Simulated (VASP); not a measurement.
# C (Fd-3m) in VASP: a series of runs

The runs below take C through relaxation of cell and atoms, with PBE.

All numbers are computed with VASP 6.6.1; they aren't measurements. Logs are shortened: lines on timing, memory, paths and dates and some standing lists are left out, and cuts for length are marked.

## Step 1: The crystal as given

The structure is cubic, space group Fd-3m (No. 227). Conventional cell: a = 3.567 Å, b = 3.567 Å, c = 3.567 Å, α = 90.00°, β = 90.00°, γ = 90.00°. Around C (site symmetry -43m) lie 4 C at 1.54 Å.

This isn't the form of C at room conditions, which is graphite.

## Step 2: Relaxation of cell and atoms, PBE

INCAR reads:

```
SYSTEM = C
ALGO = Fast
EDIFF = 1E-7
EDIFFG = -0.002
ENCUT = 520
GGA = PE
IBRION = 2
ISIF = 3
ISMEAR = 0
LASPH = .True.
LCHARG = .False.
LREAL = .False.
LWAVE = .False.
NELM = 80
NSW = 80
PREC = Accurate
SIGMA = 0.02
```

KPOINTS reads:

```
k-points
0
Gamma
  14 14 14
  0 0 0
```

POSCAR reads:

```
C
1.0
    0.0000000000      1.7833700000      1.7833700000
    1.7833700000      0.0000000000      1.7833700000
    1.7833700000      1.7833700000      0.0000000000
C
2
Direct
    0.0000000000      0.0000000000      0.0000000000
    0.2500000000      0.2500000000      0.2500000000
```

Potentials or basis: VASP PAW PBE potentials, release 64 (C).

Command:

```console
$ cat potpaw_PBE.64/C/POTCAR > POTCAR
$ mpirun -np 1 vasp_std > vasp.out
```

OUTCAR:

```text
SYSTEM = C
   EDIFF = 1E-7
   EDIFFG = -0.002
   ENCUT = 520
   GGA = PE
   IBRION = 2
   ISIF = 3
   ISMEAR = 0
   LASPH = .True.
   LREAL = .False.
   NELM = 80
   NSW = 80
   PREC = Accurate

 ion  position               nearest neighbor table
   1  0.000  0.000  0.000-   2 1.54   2 1.54   2 1.54   2 1.54
   2  0.250  0.250  0.250-   1 1.54   1 1.54   1 1.54   1 1.54

  LATTYP: Found a face centered cubic cell.
 ALAT       =     3.5667400000

  Lattice vectors:

 A1 = (   0.0000000000,   1.7833700000,   1.7833700000)
 A2 = (   1.7833700000,   0.0000000000,   1.7833700000)
 A3 = (   1.7833700000,   1.7833700000,   0.0000000000)

Analysis of symmetry for initial positions (statically):
=====================================================================
 Subroutine PRICEL returns:
 Original cell was already a primitive cell.

 Routine SETGRP: Setting up the symmetry group for a
 face centered cubic supercell.

 Subroutine GETGRP returns: Found 48 space group operations
 (whereof 24 operations were pure point group operations)
 out of a pool of 48 trial point group operations.

The static configuration has the point symmetry T_d .
 The point group associated with its full space group is O_h .

Analysis of symmetry for dynamics (positions and initial velocities):
=====================================================================
 Subroutine PRICEL returns:
 Original cell was already a primitive cell.

 Routine SETGRP: Setting up the symmetry group for a
 face centered cubic supercell.

 Subroutine GETGRP returns: Found 48 space group operations
 (whereof 24 operations were pure point group operations)
 out of a pool of 48 trial point group operations.

The dynamic configuration has the point symmetry T_d .
 The point group associated with its full space group is O_h .

 Subroutine INISYM returns: Found 48 space group operations
 (whereof 24 operations are pure point group operations),
 and found     1 'primitive' translations

----------------------------------------------------------------------------------------

                                     Primitive cell

  volume of cell :      11.3437

  direct lattice vectors                    reciprocal lattice vectors
     0.000000000  1.783370000  1.783370000    -0.280368067  0.280368067  0.280368067
     1.783370000  0.000000000  1.783370000     0.280368067 -0.280368067  0.280368067
     1.783370000  1.783370000  0.000000000     0.280368067  0.280368067 -0.280368067

  length of vectors
     2.522066041  2.522066041  2.522066041     0.485611737  0.485611737  0.485611737

  position of ions in fractional coordinates (direct lattice)
     0.000000000  0.000000000  0.000000000
     0.250000000  0.250000000  0.250000000

  ion indices of the primitive-cell ions
   primitive index   ion index
                 1           1
                 2           2

----------------------------------------------------------------------------------------

 KPOINTS: k-points

Automatic generation of k-mesh.
 Grid dimensions read from file:
 generate k-points for:   14   14   14

 Generating k-lattice:

  Cartesian coordinates                     Fractional coordinates (reciprocal lattice)
    -0.020026291  0.020026291  0.020026291     0.071428571  0.000000000  0.000000000
     0.020026291 -0.020026291  0.020026291     0.000000000  0.071428571  0.000000000
     0.020026291  0.020026291 -0.020026291     0.000000000  0.000000000  0.071428571

  Length of vectors
     0.034686553  0.034686553  0.034686553

  Shift w.r.t. Gamma in fractional coordinates (k-lattice)
     0.000000000  0.000000000  0.000000000

 Subroutine IBZKPT returns following result:
 ===========================================

 Found    104 irreducible k-points:

 Following reciprocal coordinates:
            Coordinates               Weight
  0.000000  0.000000  0.000000      1.000000
  0.071429  0.000000  0.000000      8.000000
  0.142857  0.000000  0.000000      8.000000
  0.214286  0.000000  0.000000      8.000000
  0.285714  0.000000  0.000000      8.000000
  0.357143  0.000000  0.000000      8.000000
[... 16 lines left out ...]
  0.214286  0.142857  0.000000     24.000000
  0.285714  0.142857  0.000000     24.000000
 [... further k-points ...]
   k-points           NKPTS =    104   k-points in BZ     NKDIM =    104   number of bands    NBANDS=      8
   number of dos      NEDOS =    301   number of ions     NIONS =      2
   total plane-waves  NPLWV =   8000
   dimension x,y,z NGX =    20 NGY =   20 NGZ =   20
   dimension x,y,z NGXF=    40 NGYF=   40 NGZF=   40
   ions per type =               2
   NGX,Y,Z   is equivalent  to a cutoff of  13.18, 13.18, 13.18 a.u.
   NGXF,Y,Z  is equivalent  to a cutoff of  26.37, 26.37, 26.37 a.u.
 SYSTEM =  C
   PREC   = accura    normal or accurate (medium, high low for compatibility)
   ISTART =      0    job   : 0-new  1-cont  2-samecut
   ICHARG =      2    charge: 1-file 2-atom 10-const
   ISPIN  =      1    spin polarized calculation?
   LNONCOLLINEAR =      F non collinear calculations
   LSORBIT =      F    spin-orbit coupling
   LASPH  =      T    aspherical Exc in radial PAW
   ENCUT  =  520.0 eV  38.22 Ry    6.18 a.u.   4.69  4.69  4.69*2*pi/ulx,y,z
   NELM   =     80;   NELMIN=  2; NELMDL= -5     # of ELM steps
   EDIFF  = 0.1E-06   stopping-criterion for ELM
   LREAL  =      F    real-space projection
   EDIFFG = -.2E-02   stopping-criterion for IOM
   NSW    =     80    number of steps for IOM
   IBRION =      2    ionic relax: 0-MD 1-quasi-New 2-CG
   NFREE  =      1    steps in history (QN), initial steepest desc. (CG)
   ISIF   =      3    stress and relaxation
   ISYM   =      2    0-nonsym 1-usesym 2-fastsym
   POTIM  = 0.5000    time-step for ionic-motion
   TEBEG  =    0.0;   TEEND  =   0.0 temperature during run
   PSTRESS=    0.0 pullay stress
   NELECT =       8.0000    total number of electrons
   NUPDOWN=      -1.0000    fix difference up-down
   EMIN   =  10.00;   EMAX   =-10.00  energy-range for DOS
   EFERMI =   0.00;   METHOD = LEGACY
   ISMEAR =     0;   SIGMA  =   0.02  broadening in eV -4-tet -1-fermi 0-gaus
   EFERMI_NEDOS =   21; number of points for ismear=-14 and -15
   IALGO  =     68    algorithm
   IMIX   =      4    mixing-type and parameters
     AMIX     =   0.40;   BMIX     =  1.00
     AMIX_MAG =   1.60;   BMIX_MAG =  1.00
  volume/ion in A,a.u.               =       5.67        38.28
  Fermi-wavevector in a.u.,A,eV,Ry     =   1.457203  2.753714 28.891161  2.123440
  Thomas-Fermi vector in A             =   2.574032
   LORBIT       =      0    0 simple, 1 ext, 2 COOP (PROOUT), +10 PAW based schemes
   GGA     = PE    functional components
   LHFCALC =     F    Hartree Fock is set to
   AEXX    =    0.0000 exact exchange contribution
   IVDW    =     0    specifies the selected vdW correction
   LEPSILON=     F    determine dielectric tensor
   LRPA    =     F    only Hartree local field effects (RPA)
 conjugate gradient relaxation of ions
 non-spin polarized calculation
 RMM-DIIS sequential band-by-band and
 Gauss-broadening in eV      SIGMA  =   0.02
  energy-cutoff  :      520.00
  volume of cell :       11.34
 maximum number of plane-waves:       316
   NGX =  9   NGY =  9   NGZ =  9

--------------------------------------- Ionic step        1  -------------------------------------------

 number of electron       7.9999999 magnetization

 Free energy of the ion-electron system (eV)
  ---------------------------------------------------
  ext. energy  EPLUGINS =         0.00000000
  ---------------------------------------------------
  free energy    TOTEN  =       -18.18526899 eV

  energy without entropy =      -18.18526899  energy(sigma->0) =      -18.18526899

------------------------ aborting loop because EDIFF is reached ----------------------------------------

  FORCE on cell =-STRESS in cart. coord.  units (eV):
  Direction    XX          YY          ZZ          XY          YZ          ZX
  --------------------------------------------------------------------------------------
  -------------------------------------------------------------------------------------
  Total        0.1738024      0.1738024      0.1738024      0.0000000      0.0000000      0.0000000
  in kB       24.5477605     24.5477605     24.5477605      0.0000000      0.0000000      0.0000000
  external PRESSURE =      24.5477605 kB  Pullay stress =       0.0000000 kB

 VOLUME and BASIS-vectors are now :
 -----------------------------------------------------------------------------
  energy-cutoff  :      520.00
  volume of cell :       11.34
      direct lattice vectors                 reciprocal lattice vectors
     0.000000000  1.783370000  1.783370000    -0.280368067  0.280368067  0.280368067
     1.783370000  0.000000000  1.783370000     0.280368067 -0.280368067  0.280368067
     1.783370000  1.783370000  0.000000000     0.280368067  0.280368067 -0.280368067
[... 37 lines left out ...]
 POSITION                                       TOTAL-FORCE (eV/Angst)
 -----------------------------------------------------------------------------------
      1.79085      3.58169      1.79085         0.000000      0.000000      0.000000
      0.89542      0.89542      0.89542        -0.000000     -0.000000     -0.000000
 -----------------------------------------------------------------------------------
    total drift:                                0.000000      0.000000      0.000000

  FREE ENERGIE OF THE ION-ELECTRON SYSTEM (eV)
  ---------------------------------------------------
  free  energy   TOTEN  =       -18.1850168128 eV

  energy  without entropy=      -18.1850168128  energy(sigma->0) =      -18.18501681

--------------------------------------- Ionic step        3  -------------------------------------------

 number of electron       7.9999999 magnetization

 Free energy of the ion-electron system (eV)
  ---------------------------------------------------
  ext. energy  EPLUGINS =         0.00000000
  ---------------------------------------------------
  free energy    TOTEN  =       -18.18575495 eV

  energy without entropy =      -18.18575495  energy(sigma->0) =      -18.18575495

 E-fermi :   9.8347     XC(G=0): -13.2227

 val. band max:        9.6489346855   @ k =   0.0000   0.0000   0.0000
 cond. band min:      13.7658539995   @ k =   0.3571   0.3571   0.0000
 fundamental gap:      4.1169193139
 Fermi energy:         9.8346741999

 k-point     1 :       0.0000    0.0000    0.0000
  band No.  band energies     occupation
      1     -11.7531      2.00000
      2       9.6489      2.00000
      3       9.6489      2.00000
      4       9.6489      2.00000
      5      15.2233      0.00000
      6      15.2233      0.00000
      7      15.2233      0.00000
      8      22.8525      0.00000

 k-point     2 :       0.0714    0.0000    0.0000
  band No.  band energies     occupation
      1     -11.6122      2.00000
      2       8.7196      2.00000
      3       9.4073      2.00000
      4       9.4073      2.00000
      5      15.5394      0.00000
      6      15.5394      0.00000
      7      15.7748      0.00000
      8      22.9771      0.00000
[... 221 lines left out ...]
 k-point    23 :       0.2143    0.1429    0.0000
  band No.  band energies     occupation
      1     -10.4925      2.00000
      2       5.8542      2.00000
      3       6.8900      2.00000
      4       7.6233      2.00000
      5      14.8752      0.00000
      6      18.8918      0.00000
      7      18.9283      0.00000
      8      22.2107      0.00000

 k-point    24 :       0.2857    0.1429    0.0000
  band No.  band energies     occupation
      1      -9.7092      2.00000
      2       3.6531      2.00000
      3       6.3503      2.00000
      4       7.0622      2.00000
      5      15.5450      0.00000
      6      19.5691      0.00000
      7      19.6805      0.00000
      8      21.9822      0.00000

 [... further k-points ...]

------------------------ aborting loop because EDIFF is reached ----------------------------------------

  FORCE on cell =-STRESS in cart. coord.  units (eV):
  Direction    XX          YY          ZZ          XY          YZ          ZX
  --------------------------------------------------------------------------------------
  -------------------------------------------------------------------------------------
  Total        0.0008315      0.0008315      0.0008315     -0.0000000      0.0000000      0.0000000
  in kB        0.1167766      0.1167766      0.1167766     -0.0000000      0.0000000      0.0000000
  external PRESSURE =       0.1167766 kB  Pullay stress =       0.0000000 kB

 VOLUME and BASIS-vectors are now :
 -----------------------------------------------------------------------------
  energy-cutoff  :      520.00
  volume of cell :       11.41
      direct lattice vectors                 reciprocal lattice vectors
     0.000000000  1.786710438  1.786710438    -0.279843890  0.279843890  0.279843890
     1.786710438  0.000000000  1.786710438     0.279843890 -0.279843890  0.279843890
     1.786710438  1.786710438  0.000000000     0.279843890  0.279843890 -0.279843890

 POSITION                                       TOTAL-FORCE (eV/Angst)
 -----------------------------------------------------------------------------------
      0.00000      0.00000      0.00000         0.000000     -0.000000     -0.000000
      0.89336      0.89336      0.89336         0.000000      0.000000      0.000000
 -----------------------------------------------------------------------------------
    total drift:                                0.000000      0.000000      0.000000

  FREE ENERGIE OF THE ION-ELECTRON SYSTEM (eV)
  ---------------------------------------------------
  free  energy   TOTEN  =       -18.1857549458 eV

  energy  without entropy=      -18.1857549458  energy(sigma->0) =      -18.18575495

 reached required accuracy - stopping structural energy minimisation
```

Run time: 13 s. Hardware: 1 thread of Intel Xeon Platinum 8488C (Sapphire Rapids), shared host; peak memory 0.12 GiB.

What came out:

- Free energy: -18.1858 eV
- Relaxed volume: 5.70 Å³/atom
- Relaxed cell: a = 2.527 Å, b = 2.527 Å, c = 2.527 Å, α = 60.00°, β = 60.00°, γ = 60.00°
- Space group after relaxing (to 0.05 Å): Fd-3m (No. 227)
- Energy gained by relaxing: 0.2 meV/atom
- Ionic steps: 3
- Pressure after relaxing: 0.0 GPa
- Band gap on the k mesh: 4.12 eV, indirect (least direct gap 5.57 eV)

The path:
```tsv
step	energy change (eV)	largest force (eV/Å)	pressure (GPa)	volume (Å³)
1	0.0000	0.0000	2.45	11.34
2	0.0003	0.0000	-2.96	11.49
3	-0.0005	0.0000	0.01	11.41
```

Final structure:
```
C
1.0
     0.00000    1.78671    1.78671
     1.78671    0.00000    1.78671
     1.78671    1.78671    0.00000
C
2
Cartesian
  0.0000 0.0000 0.0000
  0.8934 0.8934 0.8934
```

A k mesh can miss the band edges. Zero-point motion and thermal expansion aren't in these numbers.

## Step 3: Relaxation of cell and atoms, PBE

This run uses another cell than the first one, of 5.70 Å³/atom, 1.006 times its volume.

INCAR is that of step 2.

KPOINTS is that of step 2.

POSCAR reads:

```
C                                       
1.0
    0.0000000000      1.7867104381      1.7867104381
    1.7867104381      0.0000000000      1.7867104381
    1.7867104381      1.7867104381      0.0000000000
  C             
     2
Direct
     0.0000000000000000    0.0000000000000000    0.0000000000000000
     0.2500000000000000    0.2500000000000000    0.2500000000000000
```

Potentials or basis: VASP PAW PBE potentials, release 64 (C).

Command:

```console
$ cat potpaw_PBE.64/C/POTCAR > POTCAR
$ mpirun -np 1 vasp_std > vasp.out
```

OUTCAR:

```text
SYSTEM = C
   EDIFF = 1E-7
   EDIFFG = -0.002
   ENCUT = 520
   GGA = PE
   IBRION = 2
   ISIF = 3
   ISMEAR = 0
   LASPH = .True.
   LREAL = .False.
   NELM = 80
   NSW = 80
   PREC = Accurate

 ion  position               nearest neighbor table
   1  0.000  0.000  0.000-   2 1.55   2 1.55   2 1.55   2 1.55
   2  0.250  0.250  0.250-   1 1.55   1 1.55   1 1.55   1 1.55

  LATTYP: Found a face centered cubic cell.
 ALAT       =     3.5734208762
[... 460 lines left out ...]

  FORCE on cell =-STRESS in cart. coord.  units (eV):
  Direction    XX          YY          ZZ          XY          YZ          ZX
  --------------------------------------------------------------------------------------
  -------------------------------------------------------------------------------------
  Total       -0.0005432     -0.0005432     -0.0005432     -0.0000000     -0.0000000     -0.0000000
  in kB       -0.0762861     -0.0762861     -0.0762861     -0.0000000     -0.0000000     -0.0000000
  external PRESSURE =      -0.0762861 kB  Pullay stress =       0.0000000 kB

 VOLUME and BASIS-vectors are now :
 -----------------------------------------------------------------------------
  energy-cutoff  :      520.00
  volume of cell :       11.41
      direct lattice vectors                 reciprocal lattice vectors
     0.000000000  1.786710438  1.786710438    -0.279843890  0.279843890  0.279843890
     1.786710438  0.000000000  1.786710438     0.279843890 -0.279843890  0.279843890
     1.786710438  1.786710438  0.000000000     0.279843890  0.279843890 -0.279843890

 POSITION                                       TOTAL-FORCE (eV/Angst)
 -----------------------------------------------------------------------------------
      0.00000      0.00000      0.00000        -0.000000     -0.000000     -0.000000
      0.89336      0.89336      0.89336         0.000000      0.000000      0.000000
 -----------------------------------------------------------------------------------
    total drift:                                0.000000      0.000000      0.000000

  FREE ENERGIE OF THE ION-ELECTRON SYSTEM (eV)
  ---------------------------------------------------
  free  energy   TOTEN  =       -18.1858370736 eV

  energy  without entropy=      -18.1858370736  energy(sigma->0) =      -18.18583707

 reached required accuracy - stopping structural energy minimisation
```

CONTCAR:

```text
C
   1.00000000000000
     0.0000000000000000    1.7867104381000001    1.7867104381000001
     1.7867104381000001    0.0000000000000000    1.7867104381000001
     1.7867104381000001    1.7867104381000001    0.0000000000000000
  C
     2
Direct
     0.0000000000000000    0.0000000000000000    0.0000000000000000
     0.2500000000000000    0.2500000000000000    0.2500000000000000

  0.00000000E+00  0.00000000E+00  0.00000000E+00
  0.00000000E+00  0.00000000E+00  0.00000000E+00
```

Wall time 7.1 s (1 thread of Intel Xeon Platinum 8488C (Sapphire Rapids), shared host); peak memory 0.12 GiB.

What came out:

| Property | Result |
| --- | --- |
| Free energy | -18.1858 eV |
| Pressure after relaxing | 0.0 GPa |
| Band gap on the k mesh | 4.12 eV, indirect (least direct gap 5.57 eV) |

Final structure:
```cif
data_structure
_symmetry_space_group_name_H-M 'P 1'
_symmetry_Int_Tables_number 1
_cell_length_a 2.5268
_cell_length_b 2.5268
_cell_length_c 2.5268
_cell_angle_alpha 60.000
_cell_angle_beta 60.000
_cell_angle_gamma 60.000
_cell_volume 11.41
loop_
_atom_site_label
_atom_site_type_symbol
_atom_site_fract_x
_atom_site_fract_y
_atom_site_fract_z
_atom_site_occupancy
C1 C 0.00000 0.00000 0.00000 1
C2 C 0.25000 0.25000 0.25000 1
```

Levels at points of the mesh, in eV from the valence-band top:
```
           k point  band 1  band 2  band 3  band 4  band 5  band 6  band 7  band 8
(0.00, 0.00, 0.00)  -21.40    0.00    0.00    0.00    5.57    5.57    5.57   13.20
(0.50, 0.00, 0.00)  -15.66  -13.31   -2.79   -2.79    8.44    8.44    8.77   15.65
(0.50, 0.50, 0.00)  -12.72  -12.72   -6.26   -6.26    4.75    4.75   16.72   16.72
```

Caveat: the relaxation stopped at its first step, so nothing moved. Expect the measured gap to be larger: semilocal functionals such as PBE lack the derivative discontinuity.
